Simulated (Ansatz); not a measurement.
Yb in Ansatz: the effect of functional

The system is Yb.

```
CELL_PARAMETERS angstrom
0.00000 2.76127 2.76127
2.76127 0.00000 2.76127
2.76127 2.76127 0.00000
ATOMIC_POSITIONS crystal
Yb 0.00000 0.00000 0.00000
```

The cell isn't the ideal one: volume scaled by 1.02.

Alike in all runs:

| Quantity | Value |
| --- | --- |
| Program | Ansatz 0.2.0 |
| Task | single point |
| Potentials or basis | Ansatz PAW |
| k mesh | 8 × 8 × 8 |
| Occupations | fermi-dirac, width 0.05 eV |
| Spin | collinear spin, ferromagnetic start |
| Starting moments | [1.0] μB |

Question: One run gave: pressure -4.5 GPa. Which functional did it use?
A. LDA
B. r2SCAN
C. PBE

Answer: A.

| functional | cutoff | pressure (GPa) |
| --- | --- | --- |
| LDA | 420 eV (not typed: the program's choice for these potentials) | -4.5 |
| r2SCAN | 500 eV (not typed: the program's choice for these potentials) | -2.6 |
| PBE | 420 eV (not typed: the program's choice for these potentials) | -2.3 |

Caveats: the starting moments weren't kept; the PAW data sets come from PBE, with cores solved anew for the run's functional, which leaves a small shift of forces and pressure (some runs); the magnetic or orbital state may not be the lowest (some runs).
